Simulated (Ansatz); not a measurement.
Starting cell, CaF$_{2}$ (fluorite):

```
CaF2
1.0
    0.00000     5.43914     5.43914
    2.71957     2.71957     5.43914
    2.71957     2.71957     0.00000
Ca F
2 4
Direct
  0.00000   0.00000   0.00000
  0.50000   0.00000   0.00000
  0.00000   0.25000   0.25000
  0.50000   0.25000   0.25000
  0.00000   0.75000   0.75000
  0.50000   0.75000   0.75000
```

A phonon eigenvector at X = (0.5, 0.5, 0.0) is frozen into this cell: atom i moves by Q times the vector below, so Q is the largest atomic displacement, in Å. The cell is held. It is one choice among 2 degenerate patterns. (q is in reciprocal vectors of the primitive cell; the cell shown is doubled to hold the pattern.)

```tsv
atom	x	y	z
Ca1	0.235	0.000	0.000
Ca2	-0.235	0.000	0.000
F3	0.000	-1.000	0.000
F4	0.000	1.000	0.000
F5	0.000	-1.000	0.000
F6	0.000	1.000	0.000
```

The numbers are results of r2SCAN (plane waves to 500 eV, PAW, scalar-relativistic; Ansatz, a first-principles code), not measurements. k mesh 11×11×11 (Γ-centred), Fermi-Dirac smearing 0.05 eV. The energy includes the smearing's −TS. Compression counts positive. CaF2 was relaxed with its symmetry unable to fall. The zero of ΔE is the undisplaced structure.

### Question
Give the computed ΔE (eV/cell) and P (GPa) at Q (Å) = -0.150, -0.120, -0.090, -0.060, -0.030, 0.030, 0.090, 0.120.

### Answer
```csv
Q (Å),ΔE (eV/cell),P (GPa)
-0.150,0.402,2.30
-0.120,0.253,1.46
-0.090,0.140,0.81
-0.060,0.062,0.36
-0.030,0.015,0.09
0.030,0.015,0.09
0.090,0.140,0.81
0.120,0.253,1.46
```

(For displaced atoms, the force is minus the slope of the energy, and its curvature is a force constant, which sets phonon frequencies.)
